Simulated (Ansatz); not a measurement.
**Zr: single points about a listed cell**

How do energy, forces, pressure and gap of Zr change under random distortions, further strains and shifts, swapped elements, other functionals? Each case is one self-consistent run.

Computed with Ansatz 0.2.0 (DFT PBE, scalar-relativistic, plane waves, PAW, unless a step's input says otherwise).

1 further run of the same task is left out (set aside as unsound or not needed).

## (1) The system as given

Symmetry: Fm-3m, No. 225, cubic system. The conventional cell has a = 4.510 Å, b = 4.510 Å, c = 4.510 Å, α = 90.00°, β = 90.00°, γ = 90.00°. Around Zr (site symmetry m-3m) lie 12 Zr at 3.19 Å.

Coordinates:

```
Zr
1.0
     0.00000    2.25500    2.25500
     2.25500    0.00000    2.25500
     2.25500    2.25500    0.00000
Zr
1
Direct
  0.00000 0.00000 0.00000
```

The structure comes from the Crystallography Open Database.

## (2) Random moves and strain, cell strained

What differs from the listed cell: strain xx, yy, zz, yz, xz, xy = -1.8, -3.1, +2.1, -1.8, -2.0, +1.5 %.

Input file input.yaml:

```yaml
crystal:
  lattice:
    - [-0.01210935, 2.14551975, 2.2619003]
    - [2.1697159, -0.0064944, 2.25628535]
    - [2.24848305, 2.21867195, -0.08526155]
  atoms:
    - { symbol: Zr, position: [0.0, 0.0, 0.0] }
basis:
  ecutwfc: 420
kpoints:
  mp_grid: { grid: [14, 14, 14] }
hamiltonian:
  xc: pbe
scf:
  occupations: { method: gaussian, width: 0.1 }
output:
  forces: true
  stress: true
  eigenvalues: true
  populations: true
```

Command:

```
> ansatz run input.yaml --threads 1 --pin off --max-ram 1331MiB --backend cpu --events-out ev --progress --plain --runs-dir out
```

The log of the run, cut to the lines that bear on the results:

```text
Warning: RAYON_NUM_THREADS=1 ignored (pool sized by the plan → 1); use --threads N
[...]
Pseudopotentials: kind: paw
Pseudopotential: Zr, paw, valence charge 12, recommended cutoff 420 eV (normal), Zr.paw.azcp
Functional definition: PBE
[...]
Crystal: 1 atoms, lattice volume = 22.264 Å³
Basis set: ecut = 420 eV, 439 PW (Γ), exchange–correlation on 48×48×48 points (8 copies of the dense FFT grid, shifted against one another)
Bands: 10, of which v1, the nominal top of the filled ones, is band 6 counted from 1 (5 counted from 0)
Symmetry: 2 space group operations
Space group: P-1 (ITA 2), of the structure as read, at distance tolerance 2.8e-5 Å
k-points: 1376 of 2744
[...]
SCF iter   1: F=—  HF=-4183.773584 eV  |F-HF|=—  |Δ(HF+E_count)|=         —  Δρ=2.81e-3  dr2=1.10e-3  ethr=1.77e-3  ⟨swp⟩=5.0  Hψ=77172  notcnv=0
[...]
SCF iter   6: F=-4183.773491 eV  HF=-4183.773491 eV  |F-HF|=1.93e-10  |Δ(HF+E_count)|=  4.96e-10  Δρ=2.11e-6  dr2=3.68e-10  ethr=2.77e-11  ⟨swp⟩=1.1  Hψ=42061  notcnv=0
[...]
SCF converged after 6 iterations
Free energy (F): -4183.773491 eV
[...]
E sigma→0 (E₀):  -4183.769649 eV
Entropy (-TS):   -0.007686 eV (-7.686 meV/atom)
Fermi energy:    14.620292 eV
[...]
--- Forces (eV/Å), atoms counted from 1 ---
  atom   1  Zr     0.00000000     0.00000000     0.00000000
[...]
--- Stress (GPa, compression-positive) ---
        4.176163      -1.415332       1.587059
       -1.415332       4.506833       1.472241
        1.587059       1.472241       3.131427
  P = ⅓ Tr σ = 3.9381 GPa (39.381 kbar)
--- Band table (eV; the first three rows and the last of 1376) ---
  k-point 0: bands = ["-33.9751", "-11.4934", "-11.3978", "-11.3866", "9.0269", "15.0520", "15.7999", "16.0012", "17.8527", "18.5668"]
[...]
--- Löwdin populations: 1 site ---
  site symbol       q [e]
     0     Zr     11.9374
  spilling = 0.005213 (of n_electrons = 12.000000)
```

Wall time 46 s (1 thread of an x86-64 CPU, shared host); peak memory 0.61 GiB.

Site by site:

```
atom  Löwdin electrons
 Zr1             11.94
```

## (3) Substitution of an element, cell strained: Zr → Mo, first probe

The change: Mo takes all sites of Zr, and lengths are scaled by 0.928 as a first guess of the size; strain xx, yy, zz, yz, xz, xy = -1.3, -1.3, -1.3, +0.0, +0.0, +0.0 %.

Input file input.yaml:

```yaml
crystal:
  lattice:
    - [0.0, 2.065331048, 2.065331048]
    - [2.065331048, 0.0, 2.065331048]
    - [2.065331048, 2.065331048, 0.0]
  atoms:
    - { symbol: Mo, position: [0.0, 0.0, 0.0] }
basis:
  ecutwfc: 420
kpoints:
  mp_grid: { grid: [8, 8, 8] }
hamiltonian:
  xc: pbe
scf:
  occupations: { method: gaussian, width: 0.1 }
output:
  forces: true
  stress: true
  eigenvalues: true
```

Command:

```
> ansatz run input.yaml --threads 1 --pin off --max-ram 1331MiB --backend cpu --events-out ev --progress --plain --runs-dir out
```

The log of the run, cut to the lines that bear on the results:

```text
[...]
SCF converged after 6 iterations
Free energy (F): -4955.489067 eV
[...]
E sigma→0 (E₀):  -4955.484945 eV
Entropy (-TS):   -0.008243 eV (-8.243 meV/atom)
Fermi energy:    17.911348 eV
[...]
--- Forces (eV/Å), atoms counted from 1 ---
  atom   1  Mo    -0.00000000     0.00000000     0.00000000
[...]
--- Stress (GPa, compression-positive) ---
      -18.361425       0.000000       0.000000
        0.000000     -18.361425      -0.000000
        0.000000      -0.000000     -18.361425
  P = ⅓ Tr σ = -18.3614 GPa (-183.614 kbar)
--- Band table (eV; the first three rows and the last of 29) ---
  k-point 0: bands = ["-42.8427", "-16.3494", "-16.3494", "-16.3494", "11.5206", "17.3467", "17.3467", "17.3467", "19.6694", "19.6694", "30.8792"]
[...]
```

Wall time 1.3 s (1 thread of an x86-64 CPU, shared host); peak memory 0.27 GiB.

## (4) One element swapped, cell strained: Zr → Mo

input.yaml: that of step 3 with these lines changed.

```diff
@@ -10,3 +10,3 @@
 kpoints:
-  mp_grid: { grid: [8, 8, 8] }
+  mp_grid: { grid: [18, 18, 18] }
 hamiltonian:
```

Command:

```
> ansatz run input.yaml --threads 1 --pin off --max-ram 1331MiB --backend cpu --events-out ev --progress --plain --runs-dir out
```

The log of the run, cut to the lines that bear on the results:

```text
Warning: RAYON_NUM_THREADS=1 ignored (pool sized by the plan → 1); use --threads N
[...]
[... 1 set-up line as earlier in the session ...]
Pseudopotential: Mo, paw, valence charge 14, recommended cutoff 420 eV (normal), Mo.paw.azcp
[... 1 set-up line as earlier in the session ...]
[...]
Crystal: 1 atoms, lattice volume = 17.620 Å³
Basis set: ecut = 420 eV, 331 PW (Γ), exchange–correlation on 40×40×40 points (8 copies of the dense FFT grid, shifted against one another)
Bands: 11, of which v1, the nominal top of the filled ones, is band 7 counted from 1 (6 counted from 0)
Symmetry: 48 space group operations
Space group: Fm-3m (ITA 225), of the structure as read, at distance tolerance 2.6e-5 Å
k-points: 195 of 5832
[...]
SCF iter   1: F=—  HF=-4955.501118 eV  |F-HF|=—  |Δ(HF+E_count)|=         —  Δρ=3.78e-3  dr2=2.56e-3  ethr=1.77e-3  ⟨swp⟩=4.9  Hψ=12527  notcnv=0
[...]
SCF iter   6: F=-4955.500487 eV  HF=-4955.500487 eV  |F-HF|=1.82e-12  |Δ(HF+E_count)|=  8.19e-11  Δρ=8.15e-8  dr2=5.21e-13  ethr=2.09e-12  ⟨swp⟩=1.3  Hψ=6751  notcnv=0
[...]
SCF converged after 6 iterations
Free energy (F): -4955.500487 eV
[...]
E sigma→0 (E₀):  -4955.496806 eV
Entropy (-TS):   -0.007363 eV (-7.363 meV/atom)
Fermi energy:    17.936194 eV
[...]
--- Forces (eV/Å), atoms counted from 1 ---
  atom   1  Mo    -0.00000000     0.00000000     0.00000000
[...]
--- Stress (GPa, compression-positive) ---
      -18.665171       0.000000      -0.000000
        0.000000     -18.665171       0.000000
        0.000000       0.000000     -18.665171
  P = ⅓ Tr σ = -18.6652 GPa (-186.652 kbar)
--- Band table (eV; the first three rows and the last of 195) ---
  k-point 0: bands = ["-42.8326", "-16.3402", "-16.3402", "-16.3402", "11.5212", "17.3515", "17.3515", "17.3515", "19.6758", "19.6758", "30.8794"]
[...]
```

Run time: 4.6 s. Hardware: 1 thread of an x86-64 CPU, shared host; peak memory 0.33 GiB.

## (5) A distortion that keeps the symmetry

What differs from the listed cell: strain xx, yy, zz, yz, xz, xy = +1.7, +1.7, +1.7, +0.0, +0.0, +0.0 %.

Input file input.yaml:

```yaml
crystal:
  lattice:
    - [0.0, 2.2940566, 2.2940566]
    - [2.2940566, 0.0, 2.2940566]
    - [2.2940566, 2.2940566, 0.0]
  atoms:
    - { symbol: Zr, position: [0.0, 0.0, 0.0] }
basis:
  ecutwfc: 420
kpoints:
  mp_grid: { grid: [16, 16, 16] }
hamiltonian:
  xc: pbe
scf:
  occupations: { method: gaussian, width: 0.1 }
output:
  forces: true
  stress: true
  eigenvalues: true
```

Command:

```
> ansatz run input.yaml --threads 1 --pin off --max-ram 1331MiB --backend cpu --events-out ev --progress --plain --runs-dir out
```

The log of the run, cut to the lines that bear on the results:

```text
Warning: RAYON_NUM_THREADS=1 ignored (pool sized by the plan → 1); use --threads N
[...]
[... 3 set-up lines as earlier in the session ...]
[...]
Crystal: 1 atoms, lattice volume = 24.146 Å³
Basis set: ecut = 420 eV, 459 PW (Γ), exchange–correlation on 48×48×48 points (8 copies of the dense FFT grid, shifted against one another)
Bands: 10, of which v1, the nominal top of the filled ones, is band 6 counted from 1 (5 counted from 0)
[... 1 set-up line as earlier in the session ...]
Space group: Fm-3m (ITA 225), of the structure as read, at distance tolerance 2.9e-5 Å
k-points: 145 of 4096
[...]
SCF iter   1: F=—  HF=-4183.789612 eV  |F-HF|=—  |Δ(HF+E_count)|=         —  Δρ=1.76e-3  dr2=4.31e-4  ethr=1.77e-3  ⟨swp⟩=5.0  Hψ=8097  notcnv=0
[...]
SCF iter   6: F=-4183.789445 eV  HF=-4183.789445 eV  |F-HF|=1.65e-8  |Δ(HF+E_count)|=   7.50e-8  Δρ=2.71e-5  dr2=6.74e-8  ethr=8.33e-10  ⟨swp⟩=3.1  Hψ=5126  notcnv=0
[...]
SCF converged after 6 iterations
Free energy (F): -4183.789445 eV
[...]
E sigma→0 (E₀):  -4183.784375 eV
Entropy (-TS):   -0.010140 eV (-10.140 meV/atom)
Fermi energy:    13.314240 eV
[...]
--- Forces (eV/Å), atoms counted from 1 ---
  atom   1  Zr    -0.00000000    -0.00000000     0.00000000
[...]
--- Stress (GPa, compression-positive) ---
       -3.385830       0.000000       0.000000
        0.000000      -3.385830      -0.000000
        0.000000       0.000000      -3.385830
  P = ⅓ Tr σ = -3.3858 GPa (-33.858 kbar)
--- Band table (eV; the first three rows and the last of 145) ---
  k-point 0: bands = ["-35.4503", "-13.0199", "-13.0199", "-13.0199", "7.8387", "14.2822", "14.2822", "14.2822", "16.5792", "16.5792"]
[...]
```

Wall time 4.5 s (1 thread of an x86-64 CPU, shared host); peak memory 0.34 GiB.

## (6) Another functional, on a distorted cell: r2SCAN

The change: strain xx, yy, zz, yz, xz, xy = -1.3, -1.3, -1.3, +0.0, +0.0, +0.0 %.

Input file input.yaml:

```yaml
crystal:
  lattice:
    - [0.0, 2.22548205, 2.22548205]
    - [2.22548205, 0.0, 2.22548205]
    - [2.22548205, 2.22548205, 0.0]
  atoms:
    - { symbol: Zr, position: [0.0, 0.0, 0.0] }
basis:
  ecutwfc: 500
kpoints:
  mp_grid: { grid: [16, 16, 16] }
hamiltonian:
  xc: r2scan
scf:
  occupations: { method: gaussian, width: 0.1 }
output:
  forces: true
  stress: true
  eigenvalues: true
```

Command:

```
> ansatz run input.yaml --threads 1 --pin off --max-ram 1331MiB --backend cpu --events-out ev --progress --plain --runs-dir out
```

The log of the run, cut to the lines that bear on the results:

```text
Warning: RAYON_NUM_THREADS=1 ignored (pool sized by the plan → 1); use --threads N
[...]
[... 1 set-up line as earlier in the session ...]
Pseudopotential: Zr, paw, valence charge 12, recommended cutoff 500 eV (meta_gga), Zr.paw.azcp
Functional definition: r2SCAN
[...]
Crystal: 1 atoms, lattice volume = 22.045 Å³
Basis set: ecut = 500 eV, 537 PW (Γ), exchange–correlation on 96×96×96 points (64 copies of the dense FFT grid, shifted against one another)
Bands: 10, of which v1, the nominal top of the filled ones, is band 6 counted from 1 (5 counted from 0)
[... 1 set-up line as earlier in the session ...]
Space group: Fm-3m (ITA 225), of the structure as read, at distance tolerance 2.8e-5 Å
k-points: 145 of 4096
[...]
SCF iter   1: F=—  HF=-4194.914181 eV  |F-HF|=—  |Δ(HF+E_count)|=         —  Δρ=6.68e-3  dr2=7.48e-3  dr2_τ=5.71e-3  ethr=1.77e-3  ⟨swp⟩=5.1  Hψ=8211  notcnv=0
[...]
SCF iter   6: F=-4194.947684 eV  HF=-4194.947684 eV  |F-HF|=1.64e-9  |Δ(HF+E_count)|=   3.61e-8  Δρ=3.21e-6  dr2=1.58e-9  dr2_τ=1.57e-10  ethr=9.52e-11  ⟨swp⟩=2.2  Hψ=5329  notcnv=0
[...]
SCF converged after 6 iterations
Free energy (F): -4194.947684 eV
[...]
E sigma→0 (E₀):  -4194.943242 eV
Entropy (-TS):   -0.008883 eV (-8.883 meV/atom)
Fermi energy:    14.836291 eV
[...]
--- Forces (eV/Å), atoms counted from 1 ---
  atom   1  Zr    -0.00000000     0.00000000    -0.00000000
[...]
--- Stress (GPa, compression-positive) ---
        5.514121      -0.000000      -0.000000
       -0.000000       5.514121       0.000000
       -0.000000      -0.000000       5.514121
  P = ⅓ Tr σ = 5.5141 GPa (55.141 kbar)
--- Band table (eV; the first three rows and the last of 145) ---
  k-point 0: bands = ["-35.4557", "-12.1706", "-12.1706", "-12.1706", "8.8672", "15.9658", "15.9658", "15.9658", "18.7499", "18.7499"]
[...]
```

Wall time 8.3 s (1 thread of an x86-64 CPU, shared host); peak memory 0.41 GiB.

## (7) Random moves and strain, cell strained

What differs from the listed cell: strain xx, yy, zz, yz, xz, xy = +5.5, +2.0, +1.5, -1.0, -0.4, +3.0 %.

Input file input.yaml:

```yaml
crystal:
  lattice:
    - [0.0594869, 2.27725685, 2.2672672]
    - [2.3701854, 0.04548335, 2.28127075]
    - [2.4459985, 2.3670735, -0.03032975]
  atoms:
    - { symbol: Zr, position: [0.0, 0.0, 0.0] }
basis:
  ecutwfc: 420
kpoints:
  mp_grid: { grid: [14, 14, 14] }
hamiltonian:
  xc: pbe
scf:
  occupations: { method: gaussian, width: 0.1 }
output:
  forces: true
  stress: true
  eigenvalues: true
  populations: true
```

Command:

```
> ansatz run input.yaml --threads 1 --pin off --max-ram 1331MiB --backend cpu --events-out ev --progress --plain --runs-dir out
```

The log of the run, cut to the lines that bear on the results:

```text
Warning: RAYON_NUM_THREADS=1 ignored (pool sized by the plan → 1); use --threads N
[...]
[... 3 set-up lines as earlier in the session ...]
[...]
Crystal: 1 atoms, lattice volume = 25.018 Å³
Basis set: ecut = 420 eV, 499 PW (Γ), exchange–correlation on 48×48×48 points (8 copies of the dense FFT grid, shifted against one another)
Bands: 10, of which v1, the nominal top of the filled ones, is band 6 counted from 1 (5 counted from 0)
[... 1 set-up line as earlier in the session ...]
Space group: P-1 (ITA 2), of the structure as read, at distance tolerance 2.9e-5 Å
k-points: 1376 of 2744
[...]
SCF iter   1: F=—  HF=-4183.750297 eV  |F-HF|=—  |Δ(HF+E_count)|=         —  Δρ=1.66e-3  dr2=4.26e-4  ethr=1.77e-3  ⟨swp⟩=5.1  Hψ=76990  notcnv=0
[...]
SCF iter   6: F=-4183.750030 eV  HF=-4183.750030 eV  |F-HF|=1.68e-8  |Δ(HF+E_count)|=   1.25e-7  Δρ=2.42e-5  dr2=5.95e-8  ethr=8.33e-10  ⟨swp⟩=3.0  Hψ=49715  notcnv=0
[...]
SCF converged after 6 iterations
Free energy (F): -4183.750030 eV
[...]
E sigma→0 (E₀):  -4183.745637 eV
Entropy (-TS):   -0.008786 eV (-8.786 meV/atom)
Fermi energy:    12.750075 eV
[...]
--- Forces (eV/Å), atoms counted from 1 ---
  atom   1  Zr     0.00000000     0.00000000     0.00000000
[...]
--- Stress (GPa, compression-positive) ---
       -6.668885      -2.138118       0.147791
       -2.138118      -5.541872       0.779564
        0.147791       0.779564      -5.690787
  P = ⅓ Tr σ = -5.9672 GPa (-59.672 kbar)
--- Band table (eV; the first three rows and the last of 1376) ---
  k-point 0: bands = ["-36.0783", "-13.7268", "-13.6808", "-13.6443", "7.3635", "13.2544", "13.7794", "14.0866", "15.7001", "16.1754"]
[...]
--- Löwdin populations: 1 site ---
  site symbol       q [e]
     0     Zr     11.9169
  spilling = 0.006922 (of n_electrons = 12.000000)
```

Run time: 54 s. Hardware: 1 thread of an x86-64 CPU, shared host; peak memory 0.64 GiB.

By site:

```
atom  Löwdin electrons
 Zr1             11.92
```

## (8) Functional and cell changed: LDA

What differs from the listed cell: strain xx, yy, zz, yz, xz, xy = +1.2, +1.2, +1.2, +0.0, +0.0, +0.0 %.

Input file input.yaml:

```yaml
crystal:
  lattice:
    - [0.0, 2.2814286, 2.2814286]
    - [2.2814286, 0.0, 2.2814286]
    - [2.2814286, 2.2814286, 0.0]
  atoms:
    - { symbol: Zr, position: [0.0, 0.0, 0.0] }
basis:
  ecutwfc: 420
kpoints:
  mp_grid: { grid: [16, 16, 16] }
hamiltonian:
  xc: lda
scf:
  occupations: { method: gaussian, width: 0.1 }
output:
  forces: true
  stress: true
  eigenvalues: true
  populations: true
```

Command:

```
> ansatz run input.yaml --threads 1 --pin off --max-ram 1331MiB --backend cpu --events-out ev --progress --plain --runs-dir out
```

The log of the run, cut to the lines that bear on the results:

```text
Warning: RAYON_NUM_THREADS=1 ignored (pool sized by the plan → 1); use --threads N
[...]
[... 2 set-up lines as earlier in the session ...]
Functional definition: SPW92
[...]
Crystal: 1 atoms, lattice volume = 23.749 Å³
Basis set: ecut = 420 eV, 459 PW (Γ)
Bands: 10, of which v1, the nominal top of the filled ones, is band 6 counted from 1 (5 counted from 0)
[... 2 set-up lines as earlier in the session ...]
k-points: 145 of 4096
[...]
SCF iter   1: F=—  HF=-4077.379511 eV  |F-HF|=—  |Δ(HF+E_count)|=         —  Δρ=5.09e-3  dr2=2.22e-3  ethr=1.77e-3  ⟨swp⟩=5.0  Hψ=8135  notcnv=0
[...]
SCF iter   6: F=-4077.379071 eV  HF=-4077.379071 eV  |F-HF|=1.82e-9  |Δ(HF+E_count)|=   1.39e-8  Δρ=6.81e-6  dr2=3.75e-9  ethr=3.38e-10  ⟨swp⟩=2.2  Hψ=4957  notcnv=0
[...]
SCF converged after 6 iterations
Free energy (F): -4077.379071 eV
[...]
E sigma→0 (E₀):  -4077.374101 eV
Entropy (-TS):   -0.009941 eV (-9.941 meV/atom)
Fermi energy:    13.311618 eV
[...]
--- Forces (eV/Å), atoms counted from 1 ---
  atom   1  Zr    -0.00000000     0.00000000     0.00000000
[...]
--- Stress (GPa, compression-positive) ---
       -8.410146       0.000000       0.000000
        0.000000      -8.410146       0.000000
       -0.000000       0.000000      -8.410146
  P = ⅓ Tr σ = -8.4101 GPa (-84.101 kbar)
--- Band table (eV; the first three rows and the last of 145) ---
  k-point 0: bands = ["-35.3001", "-12.8851", "-12.8851", "-12.8851", "7.8005", "14.2524", "14.2524", "14.2524", "16.5802", "16.5802"]
[...]
--- Löwdin populations: 1 site ---
  site symbol       q [e]
     0     Zr     11.9325
  spilling = 0.005627 (of n_electrons = 12.000000)
```

It took 5.8 s on 1 thread of an x86-64 CPU, shared host; peak memory 0.34 GiB.

Per atom:

```
atom  Löwdin electrons
 Zr1             11.93
```

## (9) Functional and cell changed: LDA

The change: strain xx, yy, zz, yz, xz, xy = +0.4, +0.4, +0.4, +0.0, +0.0, +0.0 %.

Input file input.yaml:

```yaml
crystal:
  lattice:
    - [0.0, 2.2641553, 2.2641553]
    - [2.2641553, 0.0, 2.2641553]
    - [2.2641553, 2.2641553, 0.0]
  atoms:
    - { symbol: Zr, position: [0.0, 0.0, 0.0] }
basis:
  ecutwfc: 420
kpoints:
  mp_grid: { grid: [16, 16, 16] }
hamiltonian:
  xc: lda
scf:
  occupations: { method: gaussian, width: 0.1 }
output:
  forces: true
  stress: true
  eigenvalues: true
```

Command:

```
> ansatz run input.yaml --threads 1 --pin off --max-ram 1331MiB --backend cpu --events-out ev --progress --plain --runs-dir out
```

The log of the run, cut to the lines that bear on the results:

```text
Warning: RAYON_NUM_THREADS=1 ignored (pool sized by the plan → 1); use --threads N
[...]
[... 3 set-up lines as earlier in the session ...]
[...]
Crystal: 1 atoms, lattice volume = 23.214 Å³
Basis set: ecut = 420 eV, 459 PW (Γ)
Bands: 10, of which v1, the nominal top of the filled ones, is band 6 counted from 1 (5 counted from 0)
[... 2 set-up lines as earlier in the session ...]
k-points: 145 of 4096
[...]
SCF iter   1: F=—  HF=-4077.404735 eV  |F-HF|=—  |Δ(HF+E_count)|=         —  Δρ=5.20e-3  dr2=2.16e-3  ethr=1.77e-3  ⟨swp⟩=5.0  Hψ=8138  notcnv=0
[...]
SCF iter   6: F=-4077.404368 eV  HF=-4077.404368 eV  |F-HF|=3.99e-9  |Δ(HF+E_count)|=   3.20e-8  Δρ=1.07e-5  dr2=8.75e-9  ethr=7.74e-10  ⟨swp⟩=2.7  Hψ=5039  notcnv=0
[...]
SCF converged after 6 iterations
Free energy (F): -4077.404368 eV
[...]
E sigma→0 (E₀):  -4077.399590 eV
Entropy (-TS):   -0.009556 eV (-9.556 meV/atom)
Fermi energy:    13.680132 eV
[...]
--- Forces (eV/Å), atoms counted from 1 ---
  atom   1  Zr     0.00000000    -0.00000000     0.00000000
[...]
--- Stress (GPa, compression-positive) ---
       -6.700140       0.000000       0.000000
        0.000000      -6.700140       0.000000
       -0.000000       0.000000      -6.700140
  P = ⅓ Tr σ = -6.7001 GPa (-67.001 kbar)
--- Band table (eV; the first three rows and the last of 145) ---
  k-point 0: bands = ["-34.8899", "-12.4441", "-12.4441", "-12.4441", "8.1254", "14.6257", "14.6257", "14.6257", "17.0262", "17.0262"]
[...]
```

Wall time 4.5 s (1 thread of an x86-64 CPU, shared host); peak memory 0.33 GiB.

## (10) All points side by side

| step | case | energy (meV/atom) | pressure (GPa) | largest force (eV/Å) | gap on the mesh (eV) |
| --- | --- | --- | --- | --- | --- |
| 2 | random moves and strain, cell strained | +0.0 | 3.9 | 0.00 | 0.00 |
| 4 | one element swapped, cell strained: Zr → Mo | n/a | -18.7 | 0.00 | 0.00 |
| 5 | a distortion that keeps the symmetry | -14.7* | -3.4 | 0.00 | 0.00 |
| 6 | another functional, on a distorted cell: r2SCAN | n/a | 5.5 | 0.00 | 0.00 |
| 7 | random moves and strain, cell strained | +24.0 | -6.0 | 0.00 | 0.00 |
| 8 | functional and cell changed: LDA | n/a | -8.4 | 0.00 | 0.00 |
| 9 | functional and cell changed: LDA | n/a | -6.7 | 0.00 | 0.00 |

Energies are counted from step 2, with the smearing taken to zero; a star marks another k mesh, which can shift energies by itself, so starred rows don't rank against the others. Other atoms or functionals have another zero of energy (n/a). A gap of 0.00 means none on the mesh at this level.

In words: With one atom in the cell, moving it shifts the whole crystal, so no force arises from that. The distorted cells of the listed formula and level show no gap on the mesh.
